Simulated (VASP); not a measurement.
The system is BN.

```
CELL_PARAMETERS angstrom
0.00000 1.81300 1.81300
1.81300 0.00000 1.81300
1.81300 1.81300 0.00000
ATOMIC_POSITIONS crystal
N 0.25000 0.25000 0.25000
B 0.00000 0.00000 0.00000
```

The cell is a database's computed one.

```yaml
Program: VASP 6.6.1
Task: relaxation of cell and atoms
Functional: vdW-DF
Potentials_or_basis: VASP PAW PBE potentials, release 64 (N, B)
Cutoff: 600 eV
k_mesh: 13 × 13 × 13
Occupations: fermi-dirac, width 0.05 eV
Spin: no spin polarisation
```

At the start: pressure 6.9 GPa; volume 5.96 Å³/atom.

Q: Where does the relaxation end?

A: Over 3 steps the energy falls by 2.4 meV/atom and the volume is 6.07 Å³/atom (+1.9 %); space group F-43m (No. 216, to 0.05 Å).

Step by step:
```tsv
step	energy change (eV)	largest force (eV/Å)	pressure (GPa)	volume (Å³)
1	0.0000	0.0000	6.93	11.92
2	-0.0004	0.0000	-6.28	12.37
3	-0.0048	0.0000	-0.01	12.15
```

Final structure:
```xyz
2
Lattice="0.0000 1.8244 1.8244 1.8244 0.0000 1.8244 1.8244 1.8244 0.0000" Properties=species:S:1:pos:R:3 pbc="T T T"
N     0.9122    0.9122    0.9122
B     0.0000    0.0000    0.0000
```

Caveat: the PAW data sets were made with another functional, which shifts forces and pressure a little.
